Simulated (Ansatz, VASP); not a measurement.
One calculation of W, two programs

Contents of INCAR:

```
SYSTEM = W
PREC = Accurate
ENCUT = 520
EDIFF = 1E-7
ISMEAR = -1
SIGMA = 0.05
LREAL = .FALSE.
LASPH = .TRUE.
NELM = 80
ALGO = Fast
ISIF = 2
LWAVE = .FALSE.
LCHARG = .TRUE.
GGA = PE
LELF = .TRUE.
LVHAR = .TRUE.
NBANDS = 13
```

KPOINTS

```
regular mesh
0
G
  11 11 11
  0 0 0
```

POSCAR

```
W
1.0
    0.0119230000      2.0082280000      2.0318620000
    2.0297100000      0.0110640000      2.0327210000
    2.0541460000      2.0335240000     -0.0133730000
W
1
Direct
   -0.0067530000     -0.0087400000      0.0141000000
```

input.yaml

```yaml
crystal:
  lattice:
    - [0.011923, 2.008228, 2.031862]
    - [2.02971, 0.011064, 2.032721]
    - [2.054146, 2.033524, -0.013373]
  atoms:
    - { symbol: W, position: [-0.006753, -0.00874, 0.0141] }
kpoints:
  mp_grid: { grid: [11, 11, 11] }
scf:
  occupations: { method: fermi_dirac, width: 0.05 }
hamiltonian:
  xc: pbe
  pseudopotentials: { kind: all_electron, lapw: { basis_error: 0.001 } }
output:
  forces: true
  stress: true
  eigenvalues: true
  populations: true
```

Change from the starting cell: cell strained at random at fixed volume.

Alike in both runs: task single point; functional PBE; k mesh 11 × 11 × 11; occupations fermi-dirac, width 0.05 eV; no spin polarisation.

|  | VASP | Ansatz |
| --- | --- | --- |
| version | VASP 6.6.1 | Ansatz 0.2.0 |
| potentials or method | VASP PAW PBE potentials, release 64 (W_sv) | all-electron LAPW, scalar-relativistic |
| plane-wave cutoff (eV) | 520 | see its input |

Ansatz gave:

| Item | Value |
| --- | --- |
| gap on the k mesh at the Fermi level (eV) | none |
| pressure (GPa) | -4.7 |
| largest component of the traceless stress (GPa) | 2.42 |

Question: Which values does VASP return?

Answer: gap on the k mesh at the Fermi level (eV): none; pressure (GPa): -4.3; largest component of the traceless stress (GPa): 2.44.

A gap of «none» marks a metal or a gap that the smearing closes. Ansatz ran all-electron here, so the differences hold the error of VASP's frozen core and of both bases.

The runs have no spin-orbit coupling, so splittings on W are missing.
